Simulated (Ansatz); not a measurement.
# BaO: the cell at several levels of theory

The task here is to estimate one member of a computed series from the others.

The runs shown are made with Ansatz 0.2.0. PAW datasets, plane waves, zero pressure. Computed at 0 K without zero-point motion; spin polarisation is off.

**The cell**

Space group Fm-3m (No. 225), cubic; conventional cell a = 5.581 Å, 21.73 Å³ an atom. Around Ba lie 6 O at 2.79 Å; around O lie 6 Ba at 2.79 Å.

Coordinates:

```cif
data_structure
_symmetry_space_group_name_H-M 'Fm-3m'
_symmetry_Int_Tables_number 225
_cell_length_a 5.5808
_cell_length_b 5.5808
_cell_length_c 5.5808
_cell_angle_alpha 90.000
_cell_angle_beta 90.000
_cell_angle_gamma 90.000
_cell_volume 173.81
loop_
_atom_site_label
_atom_site_type_symbol
_atom_site_symmetry_multiplicity
_atom_site_Wyckoff_symbol
_atom_site_fract_x
_atom_site_fract_y
_atom_site_fract_z
_atom_site_occupancy
Ba1 Ba 4 a 0.00000 0.00000 0.00000 1
O1 O 4 b 0.50000 0.00000 0.00000 1
```

Set-up of the first run:

Input file input.yaml:

```yaml
crystal:
  lattice:
    - [0.0, 2.7903917095, 2.7903917095]
    - [2.7903917095, 0.0, 2.7903917095]
    - [2.7903917095, 2.7903917095, 0.0]
  atoms:
    - { symbol: Ba, position: [0.0, 0.0, 0.0] }
    - { symbol: O, position: [0.5, 0.5, 0.5] }
kpoints:
  mp_grid: { grid: [8, 8, 8] }
hamiltonian:
  xc: pbe
scf:
  occupations: { method: fermi_dirac, width: 0.02 }
relax:
  f_tol: 0.005
  cell: {}
```

Launch:

```
$ ansatz run input.yaml --threads 2 --pin off --max-ram 20275MiB --backend cpu --events-out ev --progress --plain --runs-dir out
```

Among the steps run: Relaxing with PBE; r2SCAN: cell and atoms; Relaxation with PBEsol; LDA: cell and atoms; HSE06: cell and atoms.

One of the session's tables, all rows but one given; the rest of the session is left out.

It belongs to the step «The cells side by side». 

```
 level  a (Å)  volume (Å³/atom)
   PBE  5.574            21.648
r2SCAN  5.544            21.299
PBEsol  5.490            20.683
   LDA  5.434            20.060
 HSE06      ?                 ?
```

Q: Estimate the row for HSE06 from the others.

The run gave: a (Å): 5.532; volume (Å³/atom): 21.162. In the column «a (Å)» it lies between PBEsol (5.490) and r2SCAN (5.544).

In words: From the start to the first minimum the volume moved by -0.4 %. LDA gives the smallest cell and PBE the largest; they differ by 7.9 % in volume, a mean of 2.6 % in length. The meshes differ: PBE 8×8×8, r2SCAN 8×8×8, PBEsol 8×8×8, LDA 8×8×8, HSE06 6×6×6.
